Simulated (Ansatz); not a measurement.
## As: which structure is lowest?

Computed with Ansatz 0.2.0, DFT, revPBE, plane waves (420 eV) with PAW, scalar-relativistic. (PAW data from PBE, frozen cores regenerated.)

Each structure is relaxed within its own symmetry, so a high-lying one may be dynamically unstable. No dispersion correction is added.

```json
{"structure": "grey arsenic (A7)", "ΔE (meV/atom)": "0", "V (Å³/atom)": "40.41", "cell": "a = 3.635 Å, c = 21.188 Å (c/a = 5.829)", "magnetic state": "spin not included"}
{"structure": "black arsenic (Cmce)", "ΔE (meV/atom)": "49", "V (Å³/atom)": "36.39", "cell": "a = 3.686 Å, b = 15.999 Å, c = 4.937 Å", "magnetic state": "spin not included"}
{"structure": "simple cubic", "ΔE (meV/atom)": "199", "V (Å³/atom)": "20.75", "cell": "a = 2.748 Å", "magnetic state": "spin not included"}
{"structure": "diamond", "ΔE (meV/atom)": "358", "V (Å³/atom)": "29.29", "cell": "a = 6.165 Å", "magnetic state": "spin not included"}
{"structure": "bcc", "ΔE (meV/atom)": "533", "V (Å³/atom)": "19.31", "cell": "a = 3.380 Å", "magnetic state": "spin not included"}
{"structure": "omega (AlB2-type)", "ΔE (meV/atom)": "539", "V (Å³/atom)": "19.49", "cell": "a = 4.874 Å, c = 2.842 Å (c/a = 0.583)", "magnetic state": "spin not included"}
{"structure": "hcp", "ΔE (meV/atom)": "601", "V (Å³/atom)": "19.53", "cell": "a = 3.092 Å, c = 4.716 Å (c/a = 1.525)", "magnetic state": "spin not included"}
{"structure": "dhcp", "ΔE (meV/atom)": "602", "V (Å³/atom)": "19.58", "cell": "a = 2.989 Å, c = 10.118 Å (c/a = 3.384)", "magnetic state": "spin not included"}
{"structure": "fcc", "ΔE (meV/atom)": "635", "V (Å³/atom)": "19.63", "cell": "a = 4.282 Å", "magnetic state": "spin not included"}
{"structure": "A15", "ΔE (meV/atom)": "687", "V (Å³/atom)": "19.97", "cell": "a = 5.426 Å", "magnetic state": "spin not included"}
```

ΔE counts from grey arsenic (A7).

Differences under about 8 meV lie within the error of the k-point mesh.

This functional, with no dispersion term, lets the cell expand far past the measured one (grey arsenic (A7)).
